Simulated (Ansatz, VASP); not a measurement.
**One calculation of Ru, two programs**

File INCAR:

```
SYSTEM = Ru
  ALGO = Normal
  EDIFF = 1E-6
  ENCUT = 520
  GGA = RP
  ISIF = 2
  ISMEAR = -1
  LASPH = .TRUE.
  LCHARG = .FALSE.
  LREAL = .FALSE.
  LWAVE = .FALSE.
  NBANDS = 13
  NELM = 80
  PREC = Accurate
  SIGMA = 0.1
```

Contents of KPOINTS:

```
k-points
0
G
  16 16 16
  0 0 0
```

The input POSCAR:

```
Ru
1.0
    0.0000000000      1.8895299118      1.8895299118
    1.8895299118      0.0000000000      1.8895299118
    1.8895299118      1.8895299118      0.0000000000
Ru
1
Direct
    0.0000000000      0.0000000000      0.0000000000
```

Input for Ansatz:

```yaml
crystal:
  lattice:
    - [0.0, 1.8895299118, 1.8895299118]
    - [1.8895299118, 0.0, 1.8895299118]
    - [1.8895299118, 1.8895299118, 0.0]
  atoms:
    - { symbol: Ru, position: [0.0, 0.0, 0.0] }
hamiltonian:
  xc: rpbe
  pseudopotentials:
    kind: paw
    azcp:
      Ru: "pseudopotentials/Ru.paw.azcp"
basis:
  ecutwfc: 420
  fft_grid_basis: typed
kpoints:
  mp_grid: { grid: [16, 16, 16], shift: [0, 0, 0] }
magnetization:
  spin_polarized: false
scf:
  occupations: { method: fermi_dirac, width: 0.1 }
  lower_state_search: "off"
output:
  stress: true
```

Alike in both runs: task single point; functional RPBE; k mesh 16 × 16 × 16; occupations fermi-dirac, width 0.1 eV; no spin polarisation.

|  | VASP | Ansatz |
| --- | --- | --- |
| version | VASP 6.6.1 | Ansatz 0.2.0 |
| potentials or method | VASP PAW PBE potentials, release 64 (Ru_pv) | plane waves (420 eV) with PAW, scalar-relativistic |
| plane-wave cutoff (eV) | 520 | 420 |
| valence electrons in the cell | 14 | 16 |

```tsv
	VASP	Ansatz	Ansatz less VASP
pressure (GPa)	12.9	12.9	+0.01
```

The two sets of potentials don't hold the same shells in valence.

Caveats: the PAW data sets were made with another functional, which shifts forces and pressure a little (VASP).
